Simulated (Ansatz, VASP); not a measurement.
**PbSe (Clausthalite): VASP beside Ansatz**

The input INCAR:

```
SYSTEM = PbSe
PREC     = Accurate       ! precision mode
ENCUT    = 600            ! plane-wave cutoff, eV
EDIFF    = 1E-6           ! SCF threshold, eV
ISMEAR   = 0              ! smearing method
SIGMA    = 0.01           ! smearing width, eV
LREAL    = .False.        ! projectors in reciprocal space
LASPH    = .True.         ! aspherical terms in the spheres
NELM     = 80             ! most SCF steps
ALGO     = Normal         ! electronic algorithm
ISIF     = 3              ! what is computed and relaxed
LWAVE    = .False.        ! write WAVECAR
LCHARG   = .False.        ! write CHGCAR
GGA      = PE             ! functional
IBRION   = 2              ! ionic algorithm
NSW      = 100            ! ionic steps
EDIFFG   = -0.005         ! ionic threshold
```

Contents of KPOINTS:

```
Automatic mesh
0
Gamma
  10 10 10
  0 0 0
```

File POSCAR:

```
PbSe
1.0
    0.0000000000      3.0606500000      3.0606500000
    3.0606500000      0.0000000000      3.0606500000
    3.0606500000      3.0606500000      0.0000000000
Pb Se
1 1
Direct
    0.0000000000      0.0000000000      0.0000000000
    0.5000000000      0.5000000000      0.5000000000
```

Input for Ansatz:

```yaml
crystal:
  lattice:
    - [0.0, 3.06065, 3.06065]
    - [3.06065, 0.0, 3.06065]
    - [3.06065, 3.06065, 0.0]
  atoms:
    - { symbol: Pb, position: [0.0, 0.0, 0.0] }
    - { symbol: Se, position: [0.5, 0.5, 0.5] }
basis:
  ecutwfc: 420
kpoints:
  mp_grid: { grid: [10, 10, 10] }
hamiltonian:
  xc: pbe
scf:
  occupations: { method: gaussian, width: 0.01 }
output:
  forces: true
  stress: true
  eigenvalues: true
relax:
  adjacent_minimum: "off"
  f_tol: 0.005
  max_steps: 80
  cell: { stress_tol: 0.05 }
```

Alike in both runs: task relaxation of cell and atoms; functional PBE; k mesh 10 × 10 × 10; occupations gaussian, width 0.01 eV; no spin polarisation.

```csv
,VASP,Ansatz
version,VASP 6.6.1,Ansatz 0.2.0
potentials or method,"VASP PAW PBE potentials, release 64 (Pb_d, Se)","scalar-relativistic, plane waves, PAW"
plane-wave cutoff (eV),600,420
valence electrons in the cell,20,30
```

Ansatz gave:

- gap on the k mesh at the Fermi level, each at its own relaxed structure (eV): 0.43
- relaxed volume (Å³/atom): 30.05
- relaxed cell length with the largest relative difference (Å): 4.397
- energy change over the relaxation (meV/atom): -10

**Question.** What did VASP give for the same quantities?

**Answer.** gap on the k mesh at the Fermi level, each at its own relaxed structure (eV): 0.44; relaxed volume (Å³/atom): 30.05; relaxed cell length with the largest relative difference (Å): 4.397; energy change over the relaxation (meV/atom): -10.

The two sets of potentials don't hold the same shells in valence.

Caveats: spin-orbit coupling is left out, which as a rule narrows the gap of such compounds by several tenths of an eV. PBE usually gives volumes a little too large and moduli too small. Zero-point motion and thermal expansion aren't in these numbers.
